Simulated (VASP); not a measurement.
# TiO2 (Anatase) (I4_1/amd) in VASP: further runs, part 2 of 2

VASP 6.6.1. The steps go on from the part before.

### Step 4. Phonons, LDA

This run uses another cell than the first one, of 11.06 Å³/atom, 0.946 times its volume.

File POSCAR:

```
TiO2
1.0
   -1.8729543827      1.8729543827      4.7293564981
    1.8729543827     -1.8729543827      4.7293564981
    1.8729543827      1.8729543827     -4.7293564981
  Ti              O
     2     4
Direct
     0.0000000000000000    0.0000000000000000    0.0000000000000000
     0.7500000000000000    0.2500000000000000    0.5000000000000000
     0.2081725084431870    0.2081725084431870    0.0000000000000000
     0.9581725084431870    0.4581725084431871    0.5000000000000000
     0.5418274915568130    0.0418274915568130    0.5000000000000000
     0.7918274915568130    0.7918274915568130    0.0000000000000000
```

File INCAR.step1:

```
SYSTEM = TiO2
  PREC = Accurate
  ENCUT = 600
  EDIFF = 1E-8
  ISMEAR = 0
  SIGMA = 0.03
  LREAL = .FALSE.
  LASPH = .TRUE.
  NELM = 80
  ALGO = Normal
  ISIF = 3
  LWAVE = .FALSE.
  LCHARG = .FALSE.
  GGA = CA
  KPAR = 2
  IBRION = 2
  NSW = 40
  EDIFFG = -0.002
```

File INCAR.step2:

```
SYSTEM = TiO2
  PREC = Accurate
  ENCUT = 600
  EDIFF = 1E-8
  ISMEAR = 0
  SIGMA = 0.03
  LREAL = .FALSE.
  LASPH = .TRUE.
  NELM = 80
  ALGO = Normal
  ISIF = 2
  LWAVE = .FALSE.
  LCHARG = .FALSE.
  GGA = CA
  KPAR = 2
  IBRION = 6
  NFREE = 2
  POTIM = 0.015
  NSW = 1
```

File KPOINTS:

```
Automatic mesh
0
G
  10 10 10
  0 0 0
```

Potentials or basis: VASP PAW LDA potentials, release 64 (Ti_sv, O).

Launch:

```console
$ cat potpaw_LDA.64/Ti_sv/POTCAR potpaw_LDA.64/O/POTCAR > POTCAR
$ cp INCAR.step1 INCAR
$ mpirun -np 2 vasp_std > vasp.out
$ cp CONTCAR POSCAR
$ cp INCAR.step2 INCAR
$ mpirun -np 2 vasp_std > vasp.out
```

OUTCAR:

```text
SYSTEM = TiO2
   PREC = Accurate
   ENCUT = 600
   EDIFF = 1E-8
   ISMEAR = 0
   LREAL = .FALSE.
   LASPH = .TRUE.
   NELM = 80
   ISIF = 2
   GGA = CA
   IBRION = 6
   NFREE = 2
   POTIM = 0.015
   NSW = 1

 ion  position               nearest neighbor table
   1  0.000  0.000  0.000-   4 1.91   5 1.91   5 1.91   4 1.91   3 1.97   6 1.97
   2  0.750  0.250  0.500-   3 1.91   6 1.91   6 1.91   3 1.91   4 1.97   5 1.97
   3  0.208  0.208  0.000-   2 1.91   2 1.91   1 1.97
   4  0.958  0.458  0.500-   1 1.91   1 1.91   2 1.97
   5  0.542  0.042  0.500-   1 1.91   1 1.91   2 1.97
   6  0.792  0.792  0.000-   2 1.91   2 1.91   1 1.97

  LATTYP: Found a body centered tetragonal cell.
 ALAT       =     3.7459087654
 C/A-ratio  =     2.5250783157

  Lattice vectors:

 A1 = (  -1.8729543827,   1.8729543827,   4.7293564981)
 A2 = (   1.8729543827,  -1.8729543827,   4.7293564981)
 A3 = (   1.8729543827,   1.8729543827,  -4.7293564981)

Analysis of symmetry for initial positions (statically):
=====================================================================
 Subroutine PRICEL returns:
 Original cell was already a primitive cell.

 Routine SETGRP: Setting up the symmetry group for a
 body centered tetragonal supercell.

 Subroutine GETGRP returns: Found 16 space group operations
 (whereof  8 operations were pure point group operations)
 out of a pool of 16 trial point group operations.

The static configuration has the point symmetry D_2d.
 The point group associated with its full space group is D_4h.

[... 388 lines left out ...]
 cond. band min:       5.3965869159   @ k =   0.0000   0.0000   0.0000
 fundamental gap:      2.0733877275
 Fermi energy:         3.4721442900

 k-point     1 :       0.0000    0.0000    0.0000
  band No.  band energies     occupation
      1     -52.2234      2.00000
      2     -52.1431      2.00000
      3     -29.1448      2.00000
      4     -28.8696      2.00000
      5     -28.8694      2.00000
      6     -28.7810      2.00000
[... 733 lines left out ...]
     27       6.9481      0.00000
     28       7.1104      0.00000

 [... further k-points ...]

------------------------ aborting loop because EDIFF is reached ----------------------------------------

  FORCE on cell =-STRESS in cart. coord.  units (eV):
  Direction    XX          YY          ZZ          XY          YZ          ZX
  --------------------------------------------------------------------------------------
  -------------------------------------------------------------------------------------
  Total       -0.0052202     -0.0189694      0.2995589      0.0000000      0.0000000      0.0000000
  in kB       -0.1260322     -0.4579814      7.2322998      0.0000000      0.0000000      0.0000000
  external PRESSURE =       2.2160954 kB  Pullay stress =       0.0000000 kB
[... 21 lines left out ...]
  FREE ENERGIE OF THE ION-ELECTRON SYSTEM (eV)
  ---------------------------------------------------
  free  energy   TOTEN  =       -58.8451964564 eV

  energy  without entropy=      -58.8451964564  energy(sigma->0) =      -58.84519646

 INTERNAL STRAIN TENSORS FROM DISPLACED ATOMS
 ============================================

 INTERNAL STRAIN TENSOR FOR ION    1 for displacements in x,y,z  (eV/Angst):
          X           Y           Z          XY          YZ          ZX
  --------------------------------------------------------------------------------
  x     0.00000     0.00000     0.00000     0.00000     0.00000    -4.37229
  y     0.00000     0.00000     0.00000     0.00000     4.37230     0.00000
  z   -25.84349    25.84349     0.00000     0.00000     0.00000     0.00000

 INTERNAL STRAIN TENSOR FOR ION    6 for displacements in x,y,z  (eV/Angst):
          X           Y           Z          XY          YZ          ZX
  --------------------------------------------------------------------------------
  x     0.00000     0.00000     0.00000     0.00000     0.00000     7.40935
  y     0.00000     0.00000     0.00000     0.00000    -1.46424     0.00000
  z    -1.50900    -0.40332    19.82387     0.00000     0.00000     0.00000

 Eigenvectors and eigenvalues of the dynamical matrix
 ----------------------------------------------------

   1 f  =   19.329682 THz   121.451972 2PiTHz  644.768778 cm-1    79.941104 meV
             X         Y         Z           dx          dy          dz
      0.000000  0.000000  0.000000    -0.057693   -0.029447    0.000000
     -0.000000  1.872954  2.364678     0.057693    0.029447    0.000000
      0.000000  0.000000  1.969044     0.076569   -0.317716   -0.000000
      0.000000  1.872954  4.333722     0.622472   -0.039082    0.000000
     -0.000000  1.872954  0.395634    -0.076569    0.317716    0.000000
      0.000000  0.000000  7.489669    -0.622472    0.039082   -0.000000
[... 145 lines left out ...]
  18 f/i=    0.005326 THz     0.033462 2PiTHz    0.177645 cm-1     0.022025 meV
             X         Y         Z           dx          dy          dz
      0.000000  0.000000  0.000000    -0.204452   -0.507509    0.000000
     -0.000000  1.872954  2.364678    -0.204452   -0.507509    0.000000
      0.000000  0.000000  1.969044    -0.118382   -0.293713    0.000000
      0.000000  1.872954  4.333722    -0.118323   -0.293858    0.000000
     -0.000000  1.872954  0.395634    -0.118382   -0.293713    0.000000
      0.000000  0.000000  7.489669    -0.118323   -0.293858    0.000000

 ELASTIC MODULI CONTR FROM IONIC RELAXATION (kBar)
 Direction    XX          YY          ZZ          XY          YZ          ZX
 --------------------------------------------------------------------------------
 XX       -1232.3519   1221.5722    111.7476      0.0000     -0.0000      0.0000
 YY        1221.5722  -1232.3519    111.7476      0.0000      0.0000     -0.0000
 ZZ         111.7476    111.7476  -2316.8485      0.0000      0.0000     -0.0000
 XY           0.0000      0.0000      0.0000      0.0000      0.0000      0.0000
 YZ          -0.0000      0.0000      0.0000      0.0000   -583.6744      0.0000
 ZX           0.0000     -0.0000     -0.0000      0.0000      0.0000   -583.6743
 --------------------------------------------------------------------------------
```

OUTCAR.step1:

```text
SYSTEM = TiO2
   PREC = Accurate
   ENCUT = 600
   EDIFF = 1E-8
   ISMEAR = 0
   LREAL = .FALSE.
   LASPH = .TRUE.
[... 990 lines left out ...]
     -0.00000      1.87295      0.39563         0.000000      0.000000      0.000636
      0.00000      0.00000      7.48967         0.000000      0.000000      0.000636
 -----------------------------------------------------------------------------------
    total drift:                                0.000000      0.000000     -0.000000

  FREE ENERGIE OF THE ION-ELECTRON SYSTEM (eV)
  ---------------------------------------------------
  free  energy   TOTEN  =       -58.8467234300 eV

  energy  without entropy=      -58.8467234300  energy(sigma->0) =      -58.84672343

 reached required accuracy - stopping structural energy minimisation
```

OSZICAR.step1:

```text
N       E                     dE             d eps       ncg     rms          rms(c)
DAV:   1     0.718667708525E+03    0.71867E+03   -0.27144E+04  5712   0.220E+03
DAV:   2     0.577481891481E+02   -0.66092E+03   -0.63996E+03  6008   0.612E+02
DAV:   3    -0.694360293081E+02   -0.12718E+03   -0.12392E+03  8964   0.226E+02
DAV:   4    -0.751562044180E+02   -0.57202E+01   -0.57141E+01  7840   0.522E+01
DAV:   5    -0.753911176727E+02   -0.23491E+00   -0.23485E+00  8088   0.873E+00    0.326E+01
DAV:   6    -0.594857504018E+02    0.15905E+02   -0.11486E+02  7344   0.105E+02    0.121E+01
DAV:   7    -0.589736878585E+02    0.51206E+00   -0.16098E+01  7532   0.325E+01    0.823E+00
DAV:   8    -0.589850048523E+02   -0.11317E-01   -0.33980E+00  7340   0.180E+01    0.372E+00
DAV:   9    -0.588430171608E+02    0.14199E+00   -0.13652E+00  7732   0.109E+01    0.108E+00
DAV:  10    -0.588485569332E+02   -0.55398E-02   -0.99206E-02  6680   0.246E+00    0.360E-01
DAV:  11    -0.588466819080E+02    0.18750E-02   -0.14012E-02  6820   0.769E-01    0.595E-02
DAV:  12    -0.588468292606E+02   -0.14735E-03   -0.14583E-03  8752   0.367E-01    0.109E-01
DAV:  13    -0.588467225442E+02    0.10672E-03   -0.77412E-04  7940   0.233E-01    0.855E-03
DAV:  14    -0.588467247430E+02   -0.21988E-05   -0.45795E-05  8144   0.648E-02    0.118E-02
DAV:  15    -0.588467235542E+02    0.11887E-05   -0.47338E-06  7940   0.196E-02    0.368E-03
DAV:  16    -0.588467234296E+02    0.12464E-06   -0.10125E-06  8720   0.850E-03    0.120E-03
DAV:  17    -0.588467234300E+02   -0.39017E-09   -0.54795E-08  6512   0.193E-03
   1 F= -.58846723E+02 E0= -.58846723E+02  d E =-.588467E+02
```

Run time: 80 min. Hardware: 2 MPI ranks of Intel Xeon Platinum 8259CL at 2.50GHz (Skylake/Cascade Lake), shared host; peak memory 0.96 GiB.

Results:

```yaml
Highest_phonon_frequency_at_Γ_LO-TO_splitting_left_out: 645 cm⁻¹
```

Phonon frequencies in cm⁻¹ (negative: imaginary):
```tsv
q point	frequencies
(0.000, 0.000, 0.000)	0 0 0 159 159 165 165 248 248 352 387 452 452 505 528 549 645 645
```
